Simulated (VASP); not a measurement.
Wanted: the native input for a VASP 6.6.1 run.

```
Task                   : single point
Functional             : PBEsol
Potentials or basis    : VASP PAW PBE potentials, release 64 (H)
Cutoff                 : 520 eV
k mesh                 : 10 × 10 × 26
Occupations            : gaussian, width 0.05 eV
Spin                   : no spin polarisation
Dipole correction      : no
Further INCAR settings : ALGO = Normal; EDIFF = 1e-06; NBANDS = 6
```

The structure of H lies in POSCAR:

```
H
1.0
    2.4509158335      0.0000000000      0.0000000000
    0.0000000000      2.6496387389      0.0000000000
    0.0000000000      0.0000000000      0.9804929200
H
1
Direct
    0.0000000000      0.0000000000      0.5000000000
```

The cell isn't the ideal one: strain -0.0750 x Voigt [1, 0, 0, 0, 0, 0], atoms carried along.

The input as run:

INCAR

```
SYSTEM = H
ALGO = Normal
EDIFF = 1E-6
ENCUT = 520
GGA = PS
ISIF = 2
ISMEAR = 0
LASPH = .True.
LCHARG = .False.
LREAL = .False.
LWAVE = .False.
NBANDS = 6
NELM = 100
PREC = Accurate
SIGMA = 0.05
```

KPOINTS

```
k-points
0
Gamma
  10 10 26
  0 0 0
```

Potentials or basis: VASP PAW PBE potentials, release 64 (H).

Command:

```bash
$ cat potpaw_PBE.64/H/POTCAR > POTCAR
$ mpirun -np 1 vasp_std > vasp.out
```

It gave:

```
Pressure               : 2.1 GPa
Band gap on the k mesh : none (metal or under the smearing width)
```

Caveat: the PAW data sets were made with another functional, which shifts forces and pressure a little.

Run time: 6 s on 1 thread of AMD EPYC 9R45 96-Core Processor (Zen 5), on a shared host, peak memory 0.09 GiB.
